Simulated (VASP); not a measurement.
# Sn (Im-3m) in VASP: notebook, part 2 of 2

VASP 6.6.1. The steps go on from the part before.

**5. Single point, PBEsol**

File INCAR:

```
SYSTEM = Sn
PREC = Accurate
ENCUT = 400
EDIFF = 1E-6
ISMEAR = -1
SIGMA = 0.4
LREAL = .False.
LASPH = .True.
NELM = 100
ALGO = Normal
ISIF = 2
LWAVE = .False.
LCHARG = .False.
GGA = PS
NBANDS = 13
ADDGRID = .False.
```

File KPOINTS:

```
Automatic mesh
0
Gamma
  10 10 10
  0 0 0
```

File POSCAR:

```
Sn
1.0
   -1.8946518192      1.8946518192      1.8946518192
    1.8946518192     -1.8946518192      1.8946518192
    1.8946518192      1.8946518192     -1.8946518192
Sn
1
Direct
    0.0000000000      0.0000000000      0.0000000000
```

Potentials or basis: VASP PAW PBE potentials, release 64 (Sn_d).

Run with:

```bash
$ cat potpaw_PBE.64/Sn_d/POTCAR > POTCAR
$ mpirun -np 1 vasp_std > vasp.out
```

OUTCAR:

```text
SYSTEM = Sn
   PREC = Accurate
   ENCUT = 400
   EDIFF = 1E-6
   ISMEAR = -1
   LREAL = .False.
   LASPH = .True.
   NELM = 100
   ISIF = 2
   GGA = PS

 Found     47 irreducible k-points:

 Following reciprocal coordinates:
            Coordinates               Weight
  0.000000  0.000000  0.000000      1.000000
  0.100000  0.000000  0.000000     12.000000
  0.200000  0.000000  0.000000     12.000000
  0.300000  0.000000  0.000000     12.000000
  0.400000  0.000000  0.000000     12.000000
  0.500000  0.000000  0.000000      6.000000
   k-points           NKPTS =     47   k-points in BZ     NKDIM =     47   number of bands    NBANDS=     13
   number of dos      NEDOS =    301   number of ions     NIONS =      1
   total plane-waves  NPLWV =  13824
   dimension x,y,z NGX =    24 NGY =   24 NGZ =   24
   dimension x,y,z NGXF=    48 NGYF=   48 NGZF=   48
   ions per type =               1
   NGX,Y,Z   is equivalent  to a cutoff of  12.16, 12.16, 12.16 a.u.
   NGXF,Y,Z  is equivalent  to a cutoff of  24.32, 24.32, 24.32 a.u.
 SYSTEM =  Sn
   PREC   = accura    normal or accurate (medium, high low for compatibility)
   ISTART =      0    job   : 0-new  1-cont  2-samecut
   ICHARG =      2    charge: 1-file 2-atom 10-const
   ISPIN  =      1    spin polarized calculation?
   LNONCOLLINEAR =      F non collinear calculations
   LSORBIT =      F    spin-orbit coupling
[... 68 lines left out ...]
      8      15.8595      0.00000
      9      15.8596      0.00000
     10      20.0370      0.00000
     11      20.0370      0.00000
     12      20.0370      0.00000
     13      20.6643      0.00000
[... 66 lines left out ...]
  band No.  band energies     occupation
      1     -13.5705      2.00000
      2     -13.5079      2.00000
      3     -13.3930      2.00000
      4     -13.3909      2.00000
      5     -13.3005      2.00000
      6       1.4932      2.00000
      7       3.4952      1.99997
      8      11.5131      0.00023
      9      13.3428      0.00000
     10      15.8656      0.00000
     11      16.1815      0.00000
     12      22.8736      0.00000
     13      23.8775      0.00000

 [... further k-points ...]

------------------------ aborting loop because EDIFF is reached ----------------------------------------

  FORCE on cell =-STRESS in cart. coord.  units (eV):
  Direction    XX          YY          ZZ          XY          YZ          ZX
  --------------------------------------------------------------------------------------
  -------------------------------------------------------------------------------------
  Total       -0.2267723     -0.2267723     -0.2267723      0.0000000     -0.0000000      0.0000000
  in kB      -13.3552591    -13.3552591    -13.3552591      0.0000000     -0.0000000      0.0000000
  external PRESSURE =     -13.3552591 kB  Pullay stress =       0.0000000 kB

 VOLUME and BASIS-vectors are now :
 -----------------------------------------------------------------------------
  energy-cutoff  :      400.00
  volume of cell :       27.20
      direct lattice vectors                 reciprocal lattice vectors
    -1.894651819  1.894651819  1.894651819     0.000000000  0.263900731  0.263900731
     1.894651819 -1.894651819  1.894651819     0.263900731  0.000000000  0.263900731
     1.894651819  1.894651819 -1.894651819     0.263900731  0.263900731  0.000000000

 POSITION                                       TOTAL-FORCE (eV/Angst)
 -----------------------------------------------------------------------------------
      0.00000      0.00000      0.00000         0.000000      0.000000      0.000000
 -----------------------------------------------------------------------------------
    total drift:                               -0.000000      0.000000     -0.000000

  FREE ENERGIE OF THE ION-ELECTRON SYSTEM (eV)
  ---------------------------------------------------
  free  energy   TOTEN  =        -4.3749979066 eV

  energy  without entropy=       -4.0673416607  energy(sigma->0) =       -4.22116978
```

OSZICAR:

```text
N       E                     dE             d eps       ncg     rms          rms(c)
DAV:   1     0.711086133423E+02    0.71109E+02   -0.61333E+03  1288   0.135E+03
DAV:   2     0.500202032767E+00   -0.70608E+02   -0.68392E+02  1302   0.297E+02
DAV:   3    -0.430019673295E+01   -0.48004E+01   -0.47840E+01  1493   0.673E+01
DAV:   4    -0.439227570364E+01   -0.92079E-01   -0.92063E-01  1422   0.997E+00
DAV:   5    -0.439546618197E+01   -0.31905E-02   -0.31904E-02  1629   0.181E+00    0.133E+00
DAV:   6    -0.437983565360E+01    0.15631E-01   -0.16802E-02  1532   0.229E+00    0.709E-01
DAV:   7    -0.437527487106E+01    0.45608E-02   -0.91663E-03  1522   0.159E+00    0.117E-01
DAV:   8    -0.437499701950E+01    0.27785E-03   -0.67881E-04  1502   0.445E-01    0.202E-02
DAV:   9    -0.437499743700E+01   -0.41750E-06   -0.11523E-05  1688   0.383E-02    0.132E-02
DAV:  10    -0.437499790658E+01   -0.46959E-06   -0.77374E-07  1054   0.874E-03
   1 F= -.43749979E+01 E0= -.42211698E+01  d E =-.307656E+00
```

stdout:

```text
POSCAR found type information on POSCAR Sn
 POSCAR found :  1 types and       1 ions
 scaLAPACK will be used
 -----------------------------------------------------------------------------
|                                                                             |
|                                                                             |
|     You enforced a specific xc type in the INCAR file but a different       |
|     I HOPE YOU KNOW WHAT YOU ARE DOING!                                     |
|                                                                             |
 -----------------------------------------------------------------------------

 LDA part: xc-table for (Slater+PW92), standard interpolation
 POSCAR, INCAR and KPOINTS ok, starting setup
 FFT: planning ... GRIDC
 FFT: planning ... GRID_SOFT
 FFT: planning ... GRID
 WAVECAR not read
 entering main loop
```

It took 7.3 s on 1 thread of Intel Xeon Platinum 8375C at 2.90GHz (Ice Lake), shared host; peak memory 0.13 GiB.

These settings aren't checked as converged: the numbers below hold their error.

What came out:

```yaml
Free_energy: -4.3750 eV
Pressure: -1.3 GPa
Band_gap_on_the_k_mesh: none (metal or under the smearing width)
```

Caveat: the PAW data sets were made with another functional, which shifts forces and pressure a little.

**6. Single point, PBEsol**

INCAR: that of step 5 with these lines changed.

```diff
@@ -5,3 +5,3 @@
 ISMEAR = -1
-SIGMA = 0.4
+SIGMA = 0.2
 LREAL = .False.
```

KPOINTS is that of step 5.

POSCAR is that of step 5.

Potentials or basis: VASP PAW PBE potentials, release 64 (Sn_d).

Run with:

```bash
$ cat potpaw_PBE.64/Sn_d/POTCAR > POTCAR
$ mpirun -np 1 vasp_std > vasp.out
```

OUTCAR:

```text
SYSTEM = Sn
   PREC = Accurate
   ENCUT = 400
   EDIFF = 1E-6
   ISMEAR = -1
   LREAL = .False.
   LASPH = .True.
   NELM = 100
   ISIF = 2
   GGA = PS

 Found     47 irreducible k-points:

 Following reciprocal coordinates:
            Coordinates               Weight
  0.000000  0.000000  0.000000      1.000000
  0.100000  0.000000  0.000000     12.000000
  0.200000  0.000000  0.000000     12.000000
  0.300000  0.000000  0.000000     12.000000
  0.400000  0.000000  0.000000     12.000000
  0.500000  0.000000  0.000000      6.000000
   k-points           NKPTS =     47   k-points in BZ     NKDIM =     47   number of bands    NBANDS=     13
   number of dos      NEDOS =    301   number of ions     NIONS =      1
   total plane-waves  NPLWV =  13824
   dimension x,y,z NGX =    24 NGY =   24 NGZ =   24
   dimension x,y,z NGXF=    48 NGYF=   48 NGZF=   48
   ions per type =               1
   NGX,Y,Z   is equivalent  to a cutoff of  12.16, 12.16, 12.16 a.u.
   NGXF,Y,Z  is equivalent  to a cutoff of  24.32, 24.32, 24.32 a.u.
 SYSTEM =  Sn
   PREC   = accura    normal or accurate (medium, high low for compatibility)
   ISTART =      0    job   : 0-new  1-cont  2-samecut
   ICHARG =      2    charge: 1-file 2-atom 10-const
   ISPIN  =      1    spin polarized calculation?
   LNONCOLLINEAR =      F non collinear calculations
   LSORBIT =      F    spin-orbit coupling
[... 68 lines left out ...]
      8      15.8581      0.00000
      9      15.8581      0.00000
     10      20.0367      0.00000
     11      20.0367      0.00000
     12      20.0367      0.00000
     13      20.6635      0.00000
[... 66 lines left out ...]
  band No.  band energies     occupation
      1     -13.5756      2.00000
      2     -13.5130      2.00000
      3     -13.3981      2.00000
      4     -13.3960      2.00000
      5     -13.3058      2.00000
      6       1.4917      2.00000
      7       3.4945      2.00000
      8      11.5119      0.00000
      9      13.3419      0.00000
     10      15.8647      0.00000
     11      16.1808      0.00000
     12      22.8725      0.00000
     13      23.8768      0.00000

 [... further k-points ...]

------------------------ aborting loop because EDIFF is reached ----------------------------------------

  FORCE on cell =-STRESS in cart. coord.  units (eV):
  Direction    XX          YY          ZZ          XY          YZ          ZX
  --------------------------------------------------------------------------------------
  -------------------------------------------------------------------------------------
  Total       -0.3190550     -0.3190550     -0.3190550     -0.0000000      0.0000000      0.0000000
  in kB      -18.7900504    -18.7900504    -18.7900504     -0.0000000      0.0000000      0.0000000
  external PRESSURE =     -18.7900504 kB  Pullay stress =       0.0000000 kB

 VOLUME and BASIS-vectors are now :
 -----------------------------------------------------------------------------
  energy-cutoff  :      400.00
  volume of cell :       27.20
      direct lattice vectors                 reciprocal lattice vectors
    -1.894651819  1.894651819  1.894651819     0.000000000  0.263900731  0.263900731
     1.894651819 -1.894651819  1.894651819     0.263900731  0.000000000  0.263900731
     1.894651819  1.894651819 -1.894651819     0.263900731  0.263900731  0.000000000

 POSITION                                       TOTAL-FORCE (eV/Angst)
 -----------------------------------------------------------------------------------
      0.00000      0.00000      0.00000         0.000000      0.000000     -0.000000
 -----------------------------------------------------------------------------------
    total drift:                                0.000000      0.000000      0.000000

  FREE ENERGIE OF THE ION-ELECTRON SYSTEM (eV)
  ---------------------------------------------------
  free  energy   TOTEN  =        -4.2558759948 eV

  energy  without entropy=       -4.1710551433  energy(sigma->0) =       -4.21346557
```

OSZICAR:

```text
N       E                     dE             d eps       ncg     rms          rms(c)
DAV:   1     0.712004967945E+02    0.71200E+02   -0.61333E+03  1288   0.135E+03
DAV:   2     0.619758792163E+00   -0.70581E+02   -0.68357E+02  1302   0.297E+02
DAV:   3    -0.418140781811E+01   -0.48012E+01   -0.47853E+01  1493   0.673E+01
DAV:   4    -0.427351808388E+01   -0.92110E-01   -0.92094E-01  1422   0.997E+00
DAV:   5    -0.427670995340E+01   -0.31919E-02   -0.31918E-02  1629   0.181E+00    0.134E+00
DAV:   6    -0.426078287406E+01    0.15927E-01   -0.17132E-02  1532   0.232E+00    0.716E-01
DAV:   7    -0.425615693907E+01    0.46259E-02   -0.93233E-03  1522   0.160E+00    0.118E-01
DAV:   8    -0.425587500209E+01    0.28194E-03   -0.68953E-04  1502   0.448E-01    0.203E-02
DAV:   9    -0.425587550003E+01   -0.49795E-06   -0.11634E-05  1688   0.382E-02    0.132E-02
DAV:  10    -0.425587599479E+01   -0.49476E-06   -0.79097E-07  1062   0.878E-03
   1 F= -.42558760E+01 E0= -.42134656E+01  d E =-.848209E-01
```

Run time: 6.8 s. Hardware: 1 thread of Intel Xeon Platinum 8375C at 2.90GHz (Ice Lake), shared host; peak memory 0.14 GiB.

The run converged, but some of its settings lie outside the range that counts as converged, so its numbers aren't taken as properties of the crystal.

What came out:

- Free energy: -4.2559 eV
- Pressure: -1.9 GPa
- Band gap on the k mesh: none (metal or under the smearing width)

Caveat: the PAW data sets were made with another functional, which shifts forces and pressure a little.
